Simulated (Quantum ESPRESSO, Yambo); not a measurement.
# Quasiparticle gap of AlN (F-43m) in Yambo, part 2 of 3

How does a plane-wave GW calculation on AlN (F-43m) run from the first input to the gap?

Quantum ESPRESSO 7.5 and Yambo 5.3.0; PBE and many-body steps on it, plane waves. Known limits of the many-body steps: not at the basis limit.

So far. Step 2 (Ground state): The gap is indirect, with the least direct gap 0.87 eV higher. Step 3 (Bands along the symmetry lines): The gap is 3.325 eV, as in the run before at this level.

### Step 4. Empty states on the mesh, 6×6×6 mesh, 51 bands

Level of this step: DFT, PBE, plane waves, norm-conserving pseudopotentials (Quantum ESPRESSO).

The sums over transitions need many empty states on a uniform mesh; this step solves for them.

File pw.in:

```
&control
  calculation = 'nscf'
  prefix = 'x'
  outdir = 'o'
  pseudo_dir = 'pseudo'
/
&system
  ibrav = 0
  nat = 2
  ntyp = 2
  ecutwfc = 72.0
  nbnd = 51
  force_symmorphic = .true.
/
&electrons
  conv_thr = 1e-9
  electron_maxstep = 80
  diago_full_acc = .true.
  diago_thr_init = 5e-6
/
ATOMIC_SPECIES
  Al 26.982 Al.upf
  N 14.007 N.upf
CELL_PARAMETERS angstrom
  -0.0000000000 2.1839935596 2.1839935596
  2.1839935596 -0.0000000000 2.1839935596
  2.1839935596 2.1839935596 -0.0000000000
ATOMIC_POSITIONS crystal
  Al 0.0000000000 0.0000000000 0.0000000000
  N 0.7500000000 0.7500000000 0.7500000000
K_POINTS automatic
  6 6 6 0 0 0
```

Started as:

```
> OMP_NUM_THREADS=1 mpirun -n 4 pw.x -nk 4 -in pw.in > pw.out
```

The program printed:

```text
[banner, memory and clock lines left out]
Program PWSCF v.7.5 starts

     Atomic positions and unit cell read from directory:
     o/x.save/

     Message from routine setup:
     using ibrav=0 with symmetry is DISCOURAGED, use correct ibrav instead

     G-vector sticks info

     bravais-lattice index     =            0
     lattice parameter (alat)  =       5.8367  a.u.
     unit-cell volume          =     140.5985 (a.u.)^3
     number of atoms/cell      =            2
     number of atomic types    =            2
     number of electrons       =         8.00
     number of Kohn-Sham states=           51
     kinetic-energy cutoff     =      72.0000  Ry
     charge density cutoff     =     288.0000  Ry
     Exchange-correlation= PBE
                           (   1   4   3   4   0   0   0)

     celldm(1)=   5.836671  celldm(2)=   0.000000  celldm(3)=   0.000000
     celldm(4)=   0.000000  celldm(5)=   0.000000  celldm(6)=   0.000000

     crystal axes: (cart. coord. in units of alat)
               a(1) = (  -0.000000   0.707107   0.707107 )
               a(2) = (   0.707107  -0.000000   0.707107 )
               a(3) = (   0.707107   0.707107  -0.000000 )

     reciprocal axes: (cart. coord. in units 2 pi/alat)
               b(1) = ( -0.707107  0.707107  0.707107 )
               b(2) = (  0.707107 -0.707107  0.707107 )
               b(3) = (  0.707107  0.707107 -0.707107 )
     Pseudo is Norm-conserving + core correction, Zval =  3.0
     Generated using ONCVPSP code by D. R. Hamann
     Using radial grid of 1876 points,  6 beta functions with:
     Pseudo is Norm-conserving + core correction, Zval =  5.0
     Generated using ONCVPSP code by D. R. Hamann
     Using radial grid of 1058 points,  4 beta functions with:
     Al                3.00    26.98200     Al( 1.00)
     N                 5.00    14.00700     N ( 1.00)

     24 Sym. Ops. (no inversion) found

   Cartesian axes

     site n.     atom                  positions (alat units)
         1        Al     tau(   1) = (   0.0000000   0.0000000   0.0000000  )
         2        N      tau(   2) = (   1.0606602   1.0606602   1.0606602  )

     number of k points=    16
                       cart. coord. in units 2pi/alat
        k(    1) = (   0.0000000   0.0000000   0.0000000), wk =   0.0092593
        k(    2) = (   0.1178511   0.1178511  -0.1178511), wk =   0.0740741
        k(    3) = (   0.2357023   0.2357023  -0.2357023), wk =   0.0740741
[...]
[... 4 further rows ...]
        k(   15) = (  -0.1178511  -0.3535534   0.5892557), wk =   0.2222222
        k(   16) = (  -0.7071068   0.2357023   0.0000000), wk =   0.1111111

     Dense  grid:    11575 G-vectors     FFT dimensions: (  32,  32,  32)

     The potential is recalculated from file :
     o/x.save/charge-density

     Starting wfcs are    8 randomized atomic wfcs +   43 random wfcs

     Band Structure Calculation

     End of band structure calculation

          k = 0.0000 0.0000 0.0000 (  1459 PWs)   bands (ev):

    -8.0105   6.9566   6.9566   6.9566  11.1487  19.5460  19.5460  19.5460
    24.7019  24.7019  26.0437  26.0437  26.0437  28.1059  33.0105  41.4952
    41.4952  41.4952  51.7410  51.7410  51.7410  53.4070  53.4070  57.3821
[...]
84.5552  84.5553  87.5365

          k = 0.1179 0.1179-0.1179 (  1432 PWs)   bands (ev):

[...]
88.6508  88.6508  88.8050

          k = 0.2357 0.2357-0.2357 (  1441 PWs)   bands (ev):

[...]
69.4210  70.8558  74.0381  74.0381  74.0661  76.7021  76.7021  78.7291
    80.2852  80.2852  82.3655  86.3405  86.3405  88.6921  89.5549  89.5549
    95.6005  95.6005  96.7681

          k =-0.3536-0.3536 0.3536 (  1458 PWs)   bands (ev):

     [... further k-points ...]

     highest occupied, lowest unoccupied level (ev):     6.9566   10.2814

     XML data file, pseudopotentials, collected wavefunctions
```

It took 2.2 s on 4 MPI ranks of Arm Neoverse V1, shared host; peak memory 0.19 GiB.

This step gave:

| Item | Value |
| --- | --- |
| gap | 3.325 eV |
| k of the valence top | 0, 0, 0 |
| k of the conduction bottom | 0, -0.5, -0.5 |
| least direct gap | 4.192 eV |
| k points computed | 16 |
| lowest point of the top converged band, above the valence top | 80.5799 eV |

On this mesh the gap is 3.325 eV.

### Step 5. Conversion and set-up

This step: Yambo 5.3.0; conversion and set-up on PBE, plane waves, norm-conserving pseudopotentials.

The states are converted to the many-body program's format and the q mesh is built.

Started as:

```
> (cd o/x.save; p2y > p2y.log; mv SAVE ../..); yambo > setup.log
```

The program printed:

```text
 Yambo, version 5.3.0

 [02] CORE Variables Setup
 =========================

  [02.01] Unit cells
  ==================

  Cell kind             :  FCC
  Atoms in the cell     :  Al  N
  number of Al atoms    :  1
  number of N  atoms    :  1

  List of atomic masses
  Mass of Al    :  26.98200
  Mass of N     :  14.00700

  List of atomic coordinates    : [cc]
  Al1       :  0.000000  0.000000  0.000000  order 1
  N1       :  6.190725  6.190725  6.190725  order 2

  Alat factors          :  4.127150  4.127150  4.127150 [a.u.]
  Direct lattice volume :  140.5985 [a.u.]
  Direct lattice vectors:  A[ 1 ]  A[ 2 ]  A[ 3 ]
   A[ 1 ]: -0.000000  1.000000  1.000000  [iru]
  -0.000000  4.127150  4.127150  [cc]
   A[ 2 ]:  1.000000 -0.000000  1.000000  [iru]
   4.127150 -0.000000  4.127150  [cc]
   A[ 3 ]:  1.000000  1.000000 -0.000000  [iru]
   4.127150  4.127150 -0.000000  [cc]

  Recip. lattice volume :  1.764245 [a.u.]
  Recip. lattice vectors:  B[ 1 ]  B[ 2 ]  B[ 3 ]
   B[ 1 ]: -0.500000  0.500000  0.500000  [iku]
  -0.761202  0.761202  0.761202  [cc]
   B[ 2 ]:  0.500000 -0.500000  0.500000  [iku]
   0.761202 -0.761202  0.761202  [cc]
   B[ 3 ]:  0.500000  0.500000 -0.500000  [iku]
   0.761202  0.761202 -0.761202  [cc]

  [02.02] Symmetries
  ==================

  Inversion symmetry    : yes
  Spatial inversion     : no
  Inversion index       :  25
  K-space Time-reversal : yes
  Magnetic symmetries   : no
  Time-reversal derived K-space symmetries:   25   48
  Group table correct   : yes
  Symmetries units      :  [cc]

   [S  1]:   1.0000     -0.16624E-17 -0.16624E-17 -0.16624E-17   1.0000      0.16624E-17  0.16624E-17  0.16624E-17   1.0000
   [S  2]:  -1.0000      0.16624E-17 -0.16624E-17  0.16624E-17  -1.0000      0.16624E-17 -0.16624E-17 -0.16624E-17   1.0000
   [S  3]:  -1.0000     -0.16624E-17  0.16624E-17  0.16624E-17   1.0000     -0.16624E-17 -0.16624E-17  0.16624E-17  -1.0000
[...]
[S  9]: -0.16624E-17   1.0000     -0.16624E-17  0.16624E-17 -0.16624E-17   1.0000       1.0000      0.16624E-17  0.16624E-17
   [S 10]: -0.16624E-17  -1.0000      0.16624E-17  0.16624E-17  0.16624E-17  -1.0000       1.0000     -0.16624E-17 -0.16624E-17
     [... 36 further rows ...]
   [S*47]:   1.0000     -0.16624E-17  0.16624E-17 -0.16624E-17  0.16624E-17  -1.0000      0.16624E-17   1.0000     -0.16624E-17
   [S*48]:   1.0000      0.16624E-17 -0.16624E-17 -0.16624E-17 -0.16624E-17   1.0000      0.16624E-17  -1.0000      0.16624E-17

  [02.03] Reciprocal space
  ========================

  nG shells         :  167
  nG charge         :  11575
  nG WFs            :  1944
  nC WFs            :  1464
  G-vecs. in first 16 shells:  [ Number ]
     1    9   15   27   51   59   65   89  113
   137  169  181  229  259  283  307
  ...
  Shell energy in first 16 shells:  [ mHa ]
[...]
WF components:  1448
  K [16]         [rlu]:  0.166667 -0.500000 -0.333333
         WF components:  1458

  [02.05] Energies & Occupations
  ==============================

  [X] === General ===
  [X] Electronic Temperature                        :  0.000000  0.000000 [eV K]
  [X] Bosonic    Temperature                        :  0.000000  0.000000 [eV K]
  [X] Finite Temperature mode                       : no
  [X] El. density                                   :  0.38398E+24 [cm-3]
  [X] Fermi Level                                   :  6.956595 [eV]

  [X] === Gaps and Widths ===
  [X] Conduction Band Min                           :  3.324803 [eV]
  [X] Valence Band Max                              :  0.000000 [eV]
  [X] Filled Bands                                  :   4
  [X] Empty Bands                                   :    5   51
  [X] Direct Gap                                    :  4.192069 [eV]
  [X] Direct Gap localized at k                     :  1
  [X] Indirect Gap                                  :  3.324803 [eV]
  [X] Indirect Gap between kpts                     :   1  13
  [X] Last valence band width                       :  2.503488 [eV]
  [X] 1st conduction band width                     :  4.659042 [eV]

  E @ K [ 1]:  [eV]
   -14.9671    -0.553579E-8 -0.230877E-8   0.00000      4.19207      12.5894      12.5894      12.5894
  occ @ K [ 1]
   2.000000  2.000000  2.000000  2.000000  0.000000  0.000000  0.000000  0.000000
  E @ K [ 2]:  [eV]
  -14.56955  -1.85039  -0.13204  -0.13204   5.61102  11.66669  12.74943  12.74943
  occ @ K [ 2]
[...]
E @ K [ 3]:  [eV]
[...]
occ @ K [ 3]
[...]
E @ K [ 8]:  [eV]
[...]
occ @ K [ 8]
[...]
E @ K [ 9]:  [eV]
[...]
occ @ K [ 9]
[...]
E @ K [10]:  [eV]
[...]
occ @ K [10]
[...]
E @ K [11]:  [eV]
[...]
occ @ K [11]
[...]
E @ K [12]:  [eV]
[...]
occ @ K [12]
[...]
E @ K [13]:  [eV]
[...]
occ @ K [13]
[...]
E @ K [14]:  [eV]
[...]
occ @ K [14]
[...]
E @ K [15]:  [eV]
[...]
occ @ K [15]
[...]
E @ K [16]:  [eV]
  -12.23963  -4.30829  -2.77839  -2.50349   5.25258  10.34070  12.97926  13.00356
  occ @ K [16]
   2.000000  2.000000  2.000000  2.000000  0.000000  0.000000  0.000000  0.000000

 [03] Transferred momenta grid and indexing
 ==========================================

 IBZ Q-points                                      :  16
 BZ  Q-points                                      :  216

 K/Q-points units:
 rlu = crystal or reduced units; cc = cartesian coordinates; iku = interal k-units

 Q [ 1]         [rlu]:  0.000000  0.000000  0.000000
 Q [ 2]         [rlu]:  0.37242E-17  0.37242E-17  0.16667
 Q [ 3]         [rlu]:  0.74483E-17  0.74483E-17  0.33333
[...]
Q [ 8]         [rlu]:  0.10596E-16  0.16667     -0.33333
 Q [ 9]         [rlu]: -0.74483E-17  0.16667     -0.16667
 Q [10]         [rlu]:  0.22848E-17  0.33333      0.33333
     [... 4 further rows ...]
 Q [15]         [rlu]:  0.166667  0.333333 -0.333333
 Q [16]         [rlu]:  0.166667 -0.500000 -0.333333

  [03.01] X indexes
  =================

   [03.01.01] Sigma indexes
   ========================

 [06] Game Over & Game summary
```

It took 2.1 s on 1 MPI rank; peak memory 0.23 GiB.

(Continued in part 3 of 3.)

[Paths, hosts, dates, memory and timing lines, banners, echoed tables and standing remarks are left out of the program output.]

[Logs are printed without paths, hosts, clocks, repeated set-up lines and the standing remarks that a program may print on its own settings, such as how far it seeks lower states.]

[Runs of the session that timed out or met a known fault of the program may be left out.]

[Hosts, paths, dates, database ids (printed as entryN), source tags and the programs' standing remarks are cut or masked in the printed files.]
